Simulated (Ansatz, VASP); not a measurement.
**One calculation of Ga, two programs**

```
Ga
1.0
     2.77842    0.00000    0.00000
     0.00000    3.28161    0.00000
    -1.34343    0.00000    3.99027
Ga
2
Direct
  0.13460 0.75000 0.77017
  0.86540 0.25000 0.22983
```

Alike in both runs: functional PBE; k mesh 10 × 8 × 7; occupations fermi-dirac, width 0.05 eV; no spin polarisation.

|  | VASP | Ansatz |
| --- | --- | --- |
| version | VASP 6.6.1 | Ansatz 0.2.0 |
| potentials or method | VASP PAW PBE potentials, release 64 (Ga_d), cutoff 520 eV | all-electron LAPW, scalar-relativistic |
| task | single point | band structure |

Ansatz gave:

- gap on the k mesh at the Fermi level (eV): none
- pressure (GPa): 3.1
- largest component of the traceless stress (GPa): 1.17
- rms of the force components (eV/Å): 0.050

Q: What did VASP give for the same quantities?

A: gap on the k mesh at the Fermi level (eV): none; pressure (GPa): 3.2; largest component of the traceless stress (GPa): 1.21; rms of the force components (eV/Å): 0.050.

Atom by atom the forces differ by 0.000 eV/Å (rms over components). A gap of «none» marks a metal or a gap that the smearing closes. Ansatz ran all-electron here, so the differences hold the error of VASP's frozen core and of both bases.
